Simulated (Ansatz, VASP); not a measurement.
Se in VASP and in Ansatz

```xyz
5
Lattice="3.8775 2.2387 2.2988 -3.8775 2.2387 2.2988 0.0000 -4.4774 2.2988" Properties=species:S:1:pos:R:3 pbc="T T T"
Se    0.0000    0.0000    2.2726
Se    0.0000    0.0000    4.6237
Se    0.8700    2.2387    2.2988
Se   -2.3737   -0.3659    2.2988
Se    1.5038   -1.8728    2.2988
```

Alike in both runs: task single point; functional PBE; k mesh 6 × 6 × 6; occupations gaussian, width 0.1 eV; no spin polarisation.

|  | VASP | Ansatz |
| --- | --- | --- |
| version | VASP 6.6.1 | Ansatz 0.2.0 |
| potentials or method | VASP PAW PBE potentials, release 64 (Se) | scalar-relativistic, plane waves, PAW |
| plane-wave cutoff (eV) | 520 | 420 |
| valence electrons in the cell | 30 | 80 |

```tsv
	VASP	Ansatz	Ansatz less VASP
gap on the k mesh at the Fermi level (eV)	none	none	-
rms of the force components (eV/Å)	1.315	1.297	-0.0185
```

Atom by atom the forces differ by 0.019 eV/Å (rms over components). A gap of «none» marks a metal or a gap that the smearing closes. The two sets of potentials don't hold the same shells in valence.

Caveats: forces of over 1 eV/Å show positions far from the minimum, so gaps and moduli don't describe the material at rest.
